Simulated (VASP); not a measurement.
Wanted: the native input for a VASP 6.6.1 run.

```
Task                   : single point
Functional             : LDA
Potentials or basis    : VASP PAW LDA potentials, release 64 (Ni)
Cutoff                 : 520 eV
k mesh                 : 10 × 10 × 10
Occupations            : fermi-dirac, width 0.05 eV
Spin                   : non-collinear spin, random start
Starting moments       : [[0.297, 0.41, 0.593], [0.299, 0.717, -0.475]] μB
Hubbard terms          : Ni d U = 4 eV
Supercell matrix       : [1, 0, 0, 0, 1, 0, 0, 0, 2]
Further INCAR settings : ALGO = Normal; EDIFF = 1e-07
```

The structure of Ni lies in POSCAR:

```
Ni
1.0
    0.0000000000      1.7375729330      1.7375729330
    1.7375729330      0.0000000000      1.7375729330
    3.4751458660      3.4751458660      0.0000000000
Ni
2
Direct
    0.0000000000      0.0000000000      0.0000000000
    0.0000000000      0.0000000000      0.5000000000
```

These files were run (other wordings do the same):

INCAR

```
SYSTEM = Ni
PREC = Accurate ; ENCUT = 520
EDIFF = 1E-7 ; ISMEAR = -1
SIGMA = 0.05 ; LREAL = .False.
LASPH = .True. ; NELM = 100
ALGO = Normal ; ISIF = 2
LWAVE = .False. ; LCHARG = .True.
LNONCOLLINEAR = .True. ; MAGMOM = 0.297 0.41 0.593 0.299 0.717 -0.475
LORBIT = 11 ; LMAXMIX = 4
LDAU = .True. ; LDAUTYPE = 2
LDAUL = 2 ; LDAUU = 4
LDAUJ = 0 ; LDAUPRINT = 1
GGA = CA ; LVHAR = .True.
```

KPOINTS

```
Automatic mesh
0
Gamma
  10 10 10
  0 0 0
```

Potentials or basis: VASP PAW LDA potentials, release 64 (Ni).

Run with:

```console
$ cat potpaw_LDA.64/Ni/POTCAR > POTCAR
$ mpirun -np 1 vasp_ncl > vasp.out
```

Results of the run:

```
Pressure                                              : -18.9 GPa
Band gap on the k mesh                                : none (metal or under the smearing width)
Net moment                                            : 1.40 μB per cell
Valence electrons inside the program's atomic spheres : Ni 9.48
```

Caveat: the U is typed as a test and isn't derived for this compound.

It took 14 min on 1 thread of Intel(R) Xeon(R) 6975P-C (Granite Rapids), with other jobs on the host, peak memory 0.5 GiB.
